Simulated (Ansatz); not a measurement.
## HfN: equation of state with PBEsol

HfN:

```
CELL_PARAMETERS angstrom
3.13391 0.00000 0.00000
-1.56695 2.71404 0.00000
0.00000 0.00000 5.41677
ATOMIC_POSITIONS crystal
Hf 0.33333 0.66667 0.25000
Hf 0.66667 0.33333 0.75000
N 0.00000 0.00000 0.50000
N 0.00000 0.00000 0.00000
```

The cell comes from a database or a generator and needn't be the stable form of this composition.

| Quantity | Value |
| --- | --- |
| Program | Ansatz 0.2.0 |
| Task | equation of state |
| Functional | PBEsol |
| Potentials or basis | all-electron LAPW, scalar-relativistic |
| Basis error allowed | 0.001 eV/atom |
| k mesh | 10 × 10 × 5 |
| Occupations | fermi-dirac, width 0.05 eV |
| Spin | no spin polarisation |

* Equilibrium volume: 11.42 Å³/atom
* Bulk modulus at fixed shape and positions: 278 GPa
* Pressure derivative of the bulk modulus: 4.2

Energy against volume, from the lowest point:
| volume (Å³/atom) | energy (meV/atom) |
| --- | --- |
| 10.827 | 28.17 |
| 11.057 | 9.58 |
| 11.288 | 0.51 |
| 11.518 | 0.00 |
| 11.749 | 7.21 |
| 11.979 | 21.35 |
| 12.209 | 41.74 |

All runs of the series together: 2.2 min on 2 threads of Arm Neoverse V2, on a shared host.

Caveat: the cell was scaled at fixed shape and fractional positions, which overstates the stiffness of a crystal with free parameters, most of all of layers and chains. The run has no spin-orbit coupling, so splittings on Hf are missing.
